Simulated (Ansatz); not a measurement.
# BN: the cost of one run

Computed with Ansatz 0.2.0 (DFT PBE, scalar-relativistic, plane waves, PAW, unless a step's input says otherwise).

## Step 1: The structure to begin with

It takes space group P1 (No. 1, triclinic). Conventional cell: a = 2.508 Å, b = 2.508 Å, c = 3.274 Å, α = 101.11°, β = 101.11°, γ = 119.81°. B (site symmetry 1) has 3 N at 1.40 to 1.52 Å as nearest neighbours. N (site symmetry 1) has 3 B at 1.40 to 1.52 Å as nearest neighbours.

Coordinates:

```cif
data_structure
_symmetry_space_group_name_H-M 'P 1'
_symmetry_Int_Tables_number 1
_cell_length_a 7.4416
_cell_length_b 7.4416
_cell_length_c 7.5460
_cell_angle_alpha 90.000
_cell_angle_beta 90.000
_cell_angle_gamma 71.350
_cell_volume 395.93
loop_
_atom_site_label
_atom_site_type_symbol
_atom_site_fract_x
_atom_site_fract_y
_atom_site_fract_z
_atom_site_occupancy
B1 B 0.00142 0.99949 0.32689 1
B2 B 0.50142 0.99949 0.32689 1
B3 B 0.00142 0.49949 0.32689 1
B4 B 0.00142 0.99949 0.66022 1
B5 B 0.25142 0.24949 0.49356 1
B6 B 0.50142 0.49949 0.32689 1
B7 B 0.50142 0.99949 0.66022 1
B8 B 0.75142 0.24949 0.49356 1
B9 B 0.00142 0.49949 0.66022 1
B10 B 0.25142 0.74949 0.49356 1
B11 B 0.00142 0.99949 0.99356 1
B12 B 0.25141 0.24949 0.82689 1
B13 B 0.50142 0.49949 0.66022 1
B14 B 0.75142 0.74949 0.49356 1
B15 B 0.50142 0.99949 0.99356 1
B16 B 0.75142 0.24949 0.82689 1
B17 B 0.00142 0.49949 0.99356 1
B18 B 0.25142 0.74949 0.82689 1
B19 B 0.25141 0.24949 0.16022 1
B20 B 0.50142 0.49949 0.99356 1
B21 B 0.75142 0.74949 0.82689 1
B22 B 0.75142 0.24949 0.16022 1
B23 B 0.25142 0.74949 0.16022 1
B24 B 0.75142 0.74949 0.16022 1
N1 N 0.16222 0.33028 0.00265 1
N2 N 0.66222 0.33028 0.00265 1
N3 N 0.16222 0.83028 0.00265 1
N4 N 0.16222 0.33028 0.33598 1
N5 N 0.41222 0.58028 0.16931 1
N6 N 0.66222 0.83028 0.00265 1
N7 N 0.66222 0.33028 0.33598 1
N8 N 0.91222 0.58028 0.16931 1
N9 N 0.16222 0.83028 0.33598 1
N10 N 0.41222 0.08028 0.16931 1
N11 N 0.16222 0.33028 0.66931 1
N12 N 0.41222 0.58028 0.50265 1
N13 N 0.66222 0.83028 0.33598 1
N14 N 0.91222 0.08028 0.16931 1
N15 N 0.66222 0.33028 0.66931 1
N16 N 0.91222 0.58028 0.50265 1
N17 N 0.16222 0.83028 0.66931 1
N18 N 0.41222 0.08028 0.50265 1
N19 N 0.41222 0.58028 0.83598 1
N20 N 0.66222 0.83028 0.66931 1
N21 N 0.91222 0.08028 0.50265 1
N22 N 0.91222 0.58028 0.83598 1
N23 N 0.41222 0.08028 0.83598 1
N24 N 0.91222 0.08028 0.83598 1
```

The runs take a perfect supercell of 48 atoms; the defect goes to fractional position (0.162, 0.330, 0.003).

## Step 2: The perfect supercell

Input file input.yaml:

```yaml
crystal:
  lattice:
    - [-3.754752, 2.176231, 6.04508]
    - [3.754752, -2.176231, 6.04508]
    - [3.78399, 6.528693, 0.0]
  atoms:
    - { symbol: B, position: [0.001415, 0.999488, 0.326889] }
    - { symbol: B, position: [0.501416, 0.999488, 0.326889] }
    - { symbol: B, position: [0.001415, 0.499488, 0.326889] }
    - { symbol: B, position: [0.001416, 0.999488, 0.660223] }
    - { symbol: B, position: [0.251416, 0.249487, 0.493556] }
    - { symbol: B, position: [0.501416, 0.499488, 0.326889] }
    - { symbol: B, position: [0.501416, 0.999488, 0.660223] }
    - { symbol: B, position: [0.751416, 0.249488, 0.493556] }
    - { symbol: B, position: [0.001415, 0.499488, 0.660223] }
    - { symbol: B, position: [0.251416, 0.749488, 0.493556] }
    - { symbol: B, position: [0.001415, 0.999488, 0.993556] }
    - { symbol: B, position: [0.251415, 0.249488, 0.826889] }
    - { symbol: B, position: [0.501416, 0.499488, 0.660223] }
    - { symbol: B, position: [0.751416, 0.749488, 0.493556] }
    - { symbol: B, position: [0.501416, 0.999488, 0.993556] }
    - { symbol: B, position: [0.751416, 0.249488, 0.826889] }
    - { symbol: B, position: [0.001415, 0.499488, 0.993556] }
    - { symbol: B, position: [0.251416, 0.749488, 0.826889] }
    - { symbol: B, position: [0.251415, 0.249488, 0.160223] }
    - { symbol: B, position: [0.501416, 0.499488, 0.993556] }
    - { symbol: B, position: [0.751416, 0.749488, 0.826889] }
    - { symbol: B, position: [0.751416, 0.249488, 0.160223] }
    - { symbol: B, position: [0.251416, 0.749488, 0.160223] }
    - { symbol: B, position: [0.751416, 0.749488, 0.160223] }
    - { symbol: "N", position: [0.162219, 0.33028, 0.002649] }
    - { symbol: "N", position: [0.66222, 0.33028, 0.002649] }
    - { symbol: "N", position: [0.162219, 0.83028, 0.002649] }
    - { symbol: "N", position: [0.162219, 0.33028, 0.335982] }
    - { symbol: "N", position: [0.412219, 0.58028, 0.169315] }
    - { symbol: "N", position: [0.66222, 0.83028, 0.002649] }
    - { symbol: "N", position: [0.66222, 0.33028, 0.335982] }
    - { symbol: "N", position: [0.91222, 0.58028, 0.169315] }
    - { symbol: "N", position: [0.16222, 0.83028, 0.335982] }
    - { symbol: "N", position: [0.41222, 0.08028, 0.169315] }
    - { symbol: "N", position: [0.16222, 0.33028, 0.669315] }
    - { symbol: "N", position: [0.41222, 0.58028, 0.502649] }
    - { symbol: "N", position: [0.66222, 0.83028, 0.335982] }
    - { symbol: "N", position: [0.91222, 0.08028, 0.169315] }
    - { symbol: "N", position: [0.66222, 0.33028, 0.669315] }
    - { symbol: "N", position: [0.91222, 0.58028, 0.502649] }
    - { symbol: "N", position: [0.16222, 0.83028, 0.669315] }
    - { symbol: "N", position: [0.41222, 0.08028, 0.502649] }
    - { symbol: "N", position: [0.41222, 0.58028, 0.835982] }
    - { symbol: "N", position: [0.66222, 0.83028, 0.669315] }
    - { symbol: "N", position: [0.91222, 0.08028, 0.502649] }
    - { symbol: "N", position: [0.91222, 0.58028, 0.835982] }
    - { symbol: "N", position: [0.41222, 0.08028, 0.835982] }
    - { symbol: "N", position: [0.91222, 0.08028, 0.835982] }
basis:
  ecutwfc: 420
  fft_grid_basis: typed
kpoints:
  mp_grid: { grid: [2, 2, 2] }
hamiltonian:
  xc: pbe
  pseudopotentials: { kind: paw }
scf:
  occupations: { method: gaussian, width: 0.05 }
output:
  forces: true
  stress: false
  eigenvalues: true
  bader: false
  write_density: true
  volumetric_format: npy
```

Launch:

```sh
$ ansatz run input.yaml --threads 4 --pin off --max-ram 10240MiB --backend cpu --events-out ev --progress --plain --runs-dir out
```

**Question.** How long does this run take on 4 threads of Arm Neoverse V1, shared host, and how much memory does it need?

About 5.8 s, with a peak of 1.5 GiB.
